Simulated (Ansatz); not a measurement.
Input of an Ansatz 0.2.0 run:

The input input.yaml:

```yaml
crystal:
  lattice:
    - [-1.88252524, 1.88252524, 1.88252524]
    - [1.88252524, -1.88252524, 1.88252524]
    - [1.88252524, 1.88252524, -1.88252524]
  atoms:
    - { symbol: In, spin: 0.501, spin_axis: [0.289, 0.289, 0.289], position_ang: [0.0, 0.0, 0.0] }
hamiltonian:
  xc: { exchange: rpw86, correlation: pbe }
  pseudopotentials: { kind: paw_fr }
magnetization:
  noncollinear: true
  spin_orbit: true
kpoints:
  mp_grid: { grid: [10, 10, 10] }
  band_path:
    path:
      - [[0.0, 0.0, 0.0], [0.5, -0.5, 0.5], [0.0, 0.0, 0.5], [0.0, 0.0, 0.0], [0.25, 0.25, 0.25], [0.5, -0.5, 0.5]]
      - [[0.25, 0.25, 0.25], [0.0, 0.0, 0.5]]
    npoints: 14
scf:
  occupations: { method: gaussian, width: 0.05 }
  n_extra_bands: 6
output:
  forces: true
  stress: true
  eigenvalues: true
  fatbands: false
```

Potentials or basis: Ansatz PAW.

Command:

```sh
$ ansatz run input.yaml --threads 1 --pin off --max-ram 2560MiB --backend cpu --events-out ev --progress --plain --runs-dir out
```

Question: Predict the net moment.

Answer: 0.00 μB per cell.

Question: Predict the band gap on the k mesh.

Answer: None (metal or under the smearing width).

Question: Predict the pressure.

Answer: 4.7 GPa.

Levels at the corners of the path, in eV from the Fermi level:
```csv
point,band 9,band 10,band 11,band 12,band 13,band 14,band 15,band 16
Γ,-14.07,-14.07,-9.34,-9.34,10.03,10.03,11.11,11.11
H,-13.85,-13.85,0.77,0.77,0.96,0.96,1.50,1.50
N,-13.91,-13.91,-3.92,-3.92,-2.99,-2.99,5.77,5.77
Γ,-14.07,-14.07,-9.34,-9.34,10.03,10.03,11.11,11.11
P,-14.04,-14.04,-2.41,-2.41,0.02,0.02,0.37,0.37
H,-13.85,-13.85,0.77,0.77,0.96,0.96,1.50,1.50
P,-14.04,-14.04,-2.41,-2.41,0.02,0.02,0.37,0.37
N,-13.91,-13.91,-3.92,-3.92,-2.99,-2.99,5.77,5.77
```

Caveat: the PAW data sets come from PBE, with cores solved anew for the run's functional, which leaves a small shift of forces and pressure; the starting moments weren't kept; the thresholds are loose for stress.
